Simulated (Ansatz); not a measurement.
# How far is PAW off for In?

```
In
1.0
     3.08684    0.00000    0.00000
     0.00000    3.08684    0.00000
     0.00000    0.00000    3.08684
In
1
Cartesian
  0.0000 0.0000 0.0000
```

The cell was built from the sc type and relaxed in the same program, and has space group Pm-3m; it needn't be a known or the stable phase.

No spin–orbit coupling, which matters for the heavy atoms here.

Levels of theory: DFT, PBE, PAW with Ansatz's default frozen-core files, scalar-relativistic (Ansatz 0.2.0); DFT, PBE, all-electron PAW with datasets made for the crystal, scalar-relativistic (Ansatz 0.2.0); DFT, PBE, all-electron LAPW, scalar-relativistic (Ansatz 0.2.0).

For PAW: a Γ-centred 12×12×12 k mesh, Fermi–Dirac smearing of 0.03 eV, cutoff 420 eV, no spin polarisation. The crystal-made all-electron datasets (AE datasets) take a cutoff of 240 eV at this cell. LAPW targets a basis error of 0.25 meV/atom. The Ansatz runs share mesh, smearing and spin set-up. Plane-wave (PAW) pressures include the program's estimate of the Pulay term.

Stress and pressure are positive in compression.

Levels count from the Fermi level.

```tsv
quantity	PAW	AE datasets	LAPW
pressure (GPa)	0.02	0.03	0.03
highest filled level at Γ (eV)	-8.785	-8.785	-8.785
lowest empty level at Γ (eV)	7.165	7.164	7.164
highest filled level at R (eV)	-14.011	-14.010	-14.010
lowest empty level at R (eV)	2.097	2.096	2.096
highest filled level at M (eV)	-0.519	-0.519	-0.519
lowest empty level at M (eV)	3.921	3.921	3.921
```

PAW's pressure differs from the LAPW value by about 0.01 GPa or less.
